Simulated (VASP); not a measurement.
Input of a VASP 6.6.1 run:

POSCAR

```
WSe2                                    
1.0
    3.2427894022      0.0000000000      0.0000000000
   -1.6213947011      2.8083379991      0.0000000000
    0.0000000000      0.0000000000     19.3600000000
  Se              W             
     2     1
Direct
     0.6666669999999968    0.3333330000000032    0.4130493097719118
     0.6666669999999968    0.3333330000000032    0.5869506902280882
     0.3333330000000032    0.6666669999999968    0.5000000000000000
```

File INCAR.step1:

```
PREC = Accurate
ENCUT = 520
EDIFF = 1E-5
ISMEAR = 0
SIGMA = 0.03
LREAL = F
LASPH = T
NELM = 100
ALGO = Normal
ISIF = 2
LWAVE = T
LDIPOL = T
IDIPOL = 3
DIPOL = 0.5 0.5 0.500
GGA = PE
KPAR = 4
```

INCAR.step2

```
PREC = Accurate
ENCUT = 520
EDIFF = 1E-7
ISMEAR = 0
SIGMA = 0.03
LREAL = F
LASPH = T
NELM = 100
ALGO = Normal
ISIF = 2
LWAVE = F
LCHARG = T
LDIPOL = T
IDIPOL = 3
DIPOL = 0.5 0.5 0.500
GGA = PE
LHFCALC = T
HFSCREEN = 0.2
PRECFOCK = Fast
LVHAR = T
LVACPOTAV = T
ISTART = 1
KPAR = 4
```

KPOINTS

```
Automatic mesh
0
Gamma
  6 6 1
```

Potentials or basis: VASP PAW PBE potentials, release 64 (Se, W_sv).

Command:

```console
$ cat potpaw_PBE.64/Se/POTCAR potpaw_PBE.64/W_sv/POTCAR > POTCAR
$ cp INCAR.step1 INCAR
$ mpirun -np 4 vasp_std > vasp.out
$ cp INCAR.step2 INCAR
$ mpirun -np 4 vasp_std > vasp.out
```

Problem. What does it give for the ionisation potential of the upper face?

Solution. 5.44 eV.

Problem. Estimate the largest force.

Solution. 0.157 eV/Å.

Problem. Estimate the band gap on the k mesh.

Solution. 2.19 eV, indirect (least direct gap 2.33 eV).

Forces on the atoms (eV/Å):
```
Se   0.000  0.000  0.157
Se   0.000  0.000 -0.157
W    0.000  0.000  0.000
```

Caveat: the PAW data sets were made with another functional, which shifts forces and pressure a little; spin-orbit coupling is left out, which moves the levels of the heavy elements.
